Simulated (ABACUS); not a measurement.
# MgO (Fm-3m) in ABACUS: equation of state, part 2 of 2

ABACUS 3.10.1. The steps go on from the part before.

## (3) Equation of state, PBEsol, 8.85 Å³/atom (volume scaled by 0.96)

INPUT

```
INPUT_PARAMETERS
suffix              MgO
calculation         scf
basis_type          pw
pseudo_dir          ./
symmetry            1
dft_functional      pbesol
ecutwfc             84
pseudo_rcut         7
nspin               1
nbands              12
ks_solver           dav
smearing_method     fd
smearing_sigma      0.00367493
scf_thr             1e-08
scf_nmax            100
mixing_type         broyden
mixing_beta         0.7
cal_force           1
cal_stress          1
kpar                4
```

STRU

```
ATOMIC_SPECIES
Mg 24.3050 Mg.upf
O 15.9990 O.upf

LATTICE_CONSTANT
1.8897261246

LATTICE_VECTORS
0.0000000000 2.0686600618 2.0686600618
2.0686600618 0.0000000000 2.0686600618
2.0686600618 2.0686600618 0.0000000000

ATOMIC_POSITIONS
Direct

Mg
0.0
1
0.0000000000 0.0000000000 0.0000000000 1 1 1

O
0.0
1
0.5000000000 0.5000000000 0.5000000000 1 1 1
```

KPT

```
K_POINTS
0
Gamma
11 11 11 0 0 0
```

Potentials or basis: PseudoDojo NC SR 0.4.1 PBEsol standard, plane waves.

Command:

```console
$ OMP_NUM_THREADS=1 mpirun -np 4 abacus > log
```

running log:

```text
ABACUS v3.10.1

               Atomic-orbital Based Ab-initio Computation at UStc

 ------------------------------------------------------------------------------------

 READING GENERAL INFORMATION
                           global_out_dir = OUT.MgO/
                           global_in_card = INPUT
                               pseudo_dir = ./
                              orbital_dir =
                                    DSIZE = 4
                                    GSIZE = 1

 READING UNITCELL INFORMATION
                                    ntype = 2
                  lattice constant (Bohr) = 1.88973
              lattice constant (Angstrom) = 1

 READING ATOM TYPE 1
                               atom label = Mg
                      L=0, number of zeta = 1
                      L=1, number of zeta = 1
                      L=2, number of zeta = 1
             number of atom for this type = 1

 READING ATOM TYPE 2
                               atom label = O
                      L=0, number of zeta = 1
                      L=1, number of zeta = 1
                      L=2, number of zeta = 1
             number of atom for this type = 1

                        TOTAL ATOM NUMBER = 2
DIRECT COORDINATES
    atom                   x                   y                   z     mag                  vx                  vy                  vz
taud_Mg1            0.0000000000        0.0000000000        0.0000000000  0.0000        0.0000000000        0.0000000000        0.0000000000
taud_O1            0.5000000000        0.5000000000        0.5000000000  0.0000        0.0000000000        0.0000000000        0.0000000000

                          Volume (Bohr^3) = 119.48
                             Volume (A^3) = 17.705

 Lattice vectors: (Cartesian coordinate: in unit of a_0)
                   +0            +2.06866            +2.06866
             +2.06866                  +0            +2.06866
             +2.06866            +2.06866                  +0
 Reciprocal vectors: (Cartesian coordinate: in unit of 2 pi/a_0)
            -0.241702           +0.241702           +0.241702
            +0.241702           -0.241702           +0.241702
            +0.241702           +0.241702           -0.241702
 The esolver type has been set to : ksdft_pw

                PAO radial cut off (Bohr) = 7

 Read in pseudopotential file is Mg.upf
                     pseudopotential type = NC
          exchange-correlation functional = PBESOL
                 nonlocal core correction = 0
                        valence electrons = 10
                                     lmax = 1
                           number of zeta = 3
                     number of projectors = 4
                           L of projector = 0
                           L of projector = 0
                           L of projector = 1
                           L of projector = 1
                PAO radial cut off (Bohr) = 7

 Read in pseudopotential file is O.upf
                     pseudopotential type = NC
          exchange-correlation functional = PBESOL
                 nonlocal core correction = 1
                        valence electrons = 6
                                     lmax = 2
                           number of zeta = 2
                     number of projectors = 5
                           L of projector = 0
                           L of projector = 0
                           L of projector = 1
                           L of projector = 1
                           L of projector = 2
     initial pseudo atomic orbital number = 9

 SETUP THE ELECTRONS NUMBER
            electron number of element Mg = 10
      total electron number of element Mg = 10
             electron number of element O = 6
       total electron number of element O = 6
            AUTOSET number of electrons:  = 16
                           occupied bands = 8
[... 116 lines left out ...]

                               nkstot now = 56
[... K-POINTS DIRECT COORDINATES: 56 rows ...]

           k-point number in this process = 14
       minimum distributed K point number = 14
[... stars of the k points ...]

[... K-POINTS CARTESIAN COORDINATES: 14 rows ...]

[... K-POINTS DIRECT COORDINATES: 14 rows ...]

 SETUP PLANE WAVES FOR WAVE FUNCTIONS
     energy cutoff for wavefunc (unit:Ry) = 84
              fft grid for wave functions = [ 36, 36, 36 ]
                    number of plane waves = 2229
                         number of sticks = 223

 PARALLEL PW FOR WAVE FUNCTIONS
     PROC   COLUMNS(POT)             PW
        1            223           2229
 --------------- sum -------------------
        1            223           2229

 SETUP NONLOCAL PSEUDOPOTENTIALS IN PLANE WAVE BASIS
 Mg non-local projectors:
 projector 1 L=0
 projector 2 L=0
 projector 3 L=1
 projector 4 L=1
 O non-local projectors:
 projector 1 L=0
 projector 2 L=0
 projector 3 L=1
 projector 4 L=1
 projector 5 L=2
      TOTAL NUMBER OF NONLOCAL PROJECTORS = 21

 Init Non-Local PseudoPotential table :
 Init Non-Local-Pseudopotential done.

                                     npwx = 1559

 Make real space PAO into reciprocal space.
       max mesh points in Pseudopotential = 701
     dq(describe PAO in reciprocal space) = 0.01
                                    max q = 1104

 number of pseudo atomic orbitals for Mg is 3
WARNING: norm of atomic wavefunction # 3 of atomic type Mg is 0.994389, renormalized

 number of pseudo atomic orbitals for O is 2
WARNING: norm of atomic wavefunction # 2 of atomic type O is 0.999978, renormalized

 -------------------------------------------
 SELF-CONSISTENT
 -------------------------------------------
                                 init_chg = atomic

 PW ALGORITHM --------------- ION=   1  ELEC=   1--------------------------------

 Density error is 0.361398893298
                          Error Threshold = 0.01
----------------------------------------------------------
     Energy           Rydberg                 eV
----------------------------------------------------------
 E_KohnSham     -151.6854115838      -2063.7859010143
 E_Harris       -151.1323835092      -2056.2615680459
 E_Fermi        0.7977440035         10.8538639924
----------------------------------------------------------
[... 63 lines left out ...]
 Density error is 2.90634036413e-09
                          Error Threshold = 1.92921896936e-10
----------------------------------------------------------
     Energy           Rydberg                 eV
----------------------------------------------------------
 E_KohnSham     -151.8222076108      -2065.6471064457
 E_KS(sigma->0) -151.8222076108      -2065.6471064457
 E_Harris       -151.8221765511      -2065.6466838573
 E_band         -20.7784706482       -282.7055965412
 E_one_elec     -71.6840680135       -975.3117808027
 E_Hartree      40.4878959767        550.8660853145
 E_xc           -24.1473439371       -328.5414691106
 E_Ewald        -96.4786916369       -1312.6599418469
 E_entropy(-TS) 0.0000000000         0.0000000000
 E_descf        0.0000000000         0.0000000000
 E_exx          0.0000000000         0.0000000000
 E_Fermi        0.8189810686         11.1428090869
----------------------------------------------------------

 charge density convergence is achieved
 final etot is -2065.6471064 eV
 EFERMI = 11.142809087 eV

 STATE ENERGY(eV) AND OCCUPATIONS    NSPIN == 1
 1/14 kpoint (Cartesian) = 0.0000 0.0000 0.0000 (1471 pws)
       1       -63.1393     0.00150263
       2       -30.0850     0.00150263
       3       -30.0850     0.00150263
       4       -30.0850     0.00150263
       5       -8.80066     0.00150263
       6        8.61501     0.00150263
       7        8.61501     0.00150263
       8        8.61501     0.00150263
       9        13.8193    8.50270e-27
      10        24.7112        0.00000
      11        24.7112        0.00000
      12        24.7112        0.00000
[... 57 lines left out ...]
 6/14 kpoint (Cartesian) = 0.10986 0.10986 0.10986 (1544 pws)
       1       -63.1278      0.0120210
       2       -30.1926      0.0120210
       3       -30.0955      0.0120210
       4       -30.0955      0.0120210
       5       -7.33748      0.0120210
       6        3.80098      0.0120210
       7        7.91939      0.0120210
       8        7.91939      0.0120210
       9        16.7319    3.41540e-51
      10        21.6780        0.00000
      11        25.3921        0.00000
      12        25.3921        0.00000

[... levels at 8 further k points ...]

------------------------------------------------------------------------------------------
 TOTAL-FORCE (eV/Angstrom)
------------------------------------------------------------------------------------------
                       Mg1         0.0000000000         0.0000000000         0.0000000000
                        O1         0.0000000000         0.0000000000         0.0000000000
------------------------------------------------------------------------------------------

----------------------------------------------------------------
 TOTAL-STRESS (KBAR)
----------------------------------------------------------------
        96.3516117784        -0.0000000000        -0.0000000000
        -0.0000000000        96.3516117784         0.0000000000
        -0.0000000000         0.0000000000        96.3516117784
----------------------------------------------------------------
 TOTAL-PRESSURE: 96.351612 KBAR

 --------------------------------------------
 !FINAL_ETOT_IS -2065.6471064457400644 eV
 --------------------------------------------
```

Run time: 3.3 s. Hardware: 4 MPI ranks of Intel Xeon 6975P-C (Granite Rapids), shared host; peak memory 0.24 GiB.

Results:

* Free energy: -2065.6471 eV
* Pressure: 9.6 GPa
* Band gap on the k mesh: 5.20 eV, direct

## (4) Equation of state, PBEsol, 9.04 Å³/atom (volume scaled by 0.98)

INPUT is that of step 3.

STRU: that of step 3 with these lines changed.

```diff
@@ -8,5 +8,5 @@
 LATTICE_VECTORS
-0.0000000000 2.0686600618 2.0686600618
-2.0686600618 0.0000000000 2.0686600618
-2.0686600618 2.0686600618 0.0000000000
+0.0000000000 2.0829271338 2.0829271338
+2.0829271338 0.0000000000 2.0829271338
+2.0829271338 2.0829271338 0.0000000000
```

KPT is that of step 3.

Command:

```console
$ OMP_NUM_THREADS=1 mpirun -np 4 abacus > log
```

It took 3.4 s on 4 MPI ranks of Intel Xeon 6975P-C (Granite Rapids), shared host; peak memory 0.24 GiB.

The run converged. Its results:

```yaml
Free_energy: -2065.6649 eV
Pressure: 5.7 GPa
Band_gap_on_the_k_mesh: 4.99 eV, direct
```

## (5) Equation of state, PBEsol, 9.22 Å³/atom

INPUT is that of step 4.

STRU: that of step 4 with these lines changed.

```diff
@@ -8,5 +8,5 @@
 LATTICE_VECTORS
-0.0000000000 2.0829271338 2.0829271338
-2.0829271338 0.0000000000 2.0829271338
-2.0829271338 2.0829271338 0.0000000000
+0.0000000000 2.0970013927 2.0970013927
+2.0970013927 0.0000000000 2.0970013927
+2.0970013927 2.0970013927 0.0000000000
```

KPT is that of step 4.

Command:

```console
$ OMP_NUM_THREADS=1 mpirun -np 4 abacus > log
```

Run time: 3.4 s. Hardware: 4 MPI ranks of Intel Xeon 6975P-C (Granite Rapids), shared host; peak memory 0.24 GiB.

It converged, with:

```yaml
Free_energy: -2065.6742 eV
Pressure: 2.2 GPa
Band_gap_on_the_k_mesh: 4.79 eV, direct
```

## (6) Equation of state, PBEsol, 9.41 Å³/atom (volume scaled by 1.02)

INPUT is that of step 5.

STRU: that of step 5 with these lines changed.

```diff
@@ -8,5 +8,5 @@
 LATTICE_VECTORS
-0.0000000000 2.0970013927 2.0970013927
-2.0970013927 0.0000000000 2.0970013927
-2.0970013927 2.0970013927 0.0000000000
+0.0000000000 2.1108892239 2.1108892239
+2.1108892239 0.0000000000 2.1108892239
+2.1108892239 2.1108892239 0.0000000000
```

KPT is that of step 5.

Potentials or basis: PseudoDojo NC SR 0.4.1 PBEsol standard, plane waves.

Command:

```console
$ OMP_NUM_THREADS=1 mpirun -np 4 abacus > log
```

Wall time 3.4 s (4 MPI ranks of Intel Xeon 6975P-C (Granite Rapids), shared host); peak memory 0.24 GiB.

Results (log left out):

| Item | Value |
| --- | --- |
| Free energy | -2065.6757 eV |
| Pressure | -0.9 GPa |
| Band gap on the k mesh | 4.60 eV, direct |

## (7) Equation of state, PBEsol, 9.59 Å³/atom (volume scaled by 1.04)

INPUT is that of step 6.

STRU: that of step 6 with these lines changed.

```diff
@@ -8,5 +8,5 @@
 LATTICE_VECTORS
-0.0000000000 2.1108892239 2.1108892239
-2.1108892239 0.0000000000 2.1108892239
-2.1108892239 2.1108892239 0.0000000000
+0.0000000000 2.1245966808 2.1245966808
+2.1245966808 0.0000000000 2.1245966808
+2.1245966808 2.1245966808 0.0000000000
```

KPT is that of step 6.

Command:

```console
$ OMP_NUM_THREADS=1 mpirun -np 4 abacus > log
```

Wall time 3.5 s (4 MPI ranks of Intel Xeon 6975P-C (Granite Rapids), shared host); peak memory 0.28 GiB.

The run converged. Its results:

```yaml
Free_energy: -2065.6704 eV
Pressure: -3.8 GPa
Band_gap_on_the_k_mesh: 4.41 eV, direct
```

## (8) Equation of state, PBEsol, 9.77 Å³/atom (volume scaled by 1.06)

INPUT is that of step 7.

STRU: that of step 7 with these lines changed.

```diff
@@ -8,5 +8,5 @@
 LATTICE_VECTORS
-0.0000000000 2.1245966808 2.1245966808
-2.1245966808 0.0000000000 2.1245966808
-2.1245966808 2.1245966808 0.0000000000
+0.0000000000 2.1381295086 2.1381295086
+2.1381295086 0.0000000000 2.1381295086
+2.1381295086 2.1381295086 0.0000000000
```

KPT is that of step 7.

Command:

```console
$ OMP_NUM_THREADS=1 mpirun -np 4 abacus > log
```

It took 3.4 s on 4 MPI ranks of Intel Xeon 6975P-C (Granite Rapids), shared host; peak memory 0.28 GiB.

The run converged. Its results:

```yaml
Free_energy: -2065.6587 eV
Pressure: -6.4 GPa
Band_gap_on_the_k_mesh: 4.24 eV, direct
```

## (9) Equation of state, PBEsol

Potentials or basis: PseudoDojo NC SR 0.4.1 PBEsol standard, plane waves.

No new run: the results of the series are fitted here.

What came out:

* Equilibrium volume: 9.35 Å³/atom
* Bulk modulus: 158 GPa
* Pressure derivative of the bulk modulus: 4.1

Energy against volume, from the lowest point:
```csv
volume (Å³/atom),energy (meV/atom)
8.668,27.93
8.853,14.32
9.037,5.43
9.221,0.79
9.406,0.00
9.590,2.69
9.775,8.52
```
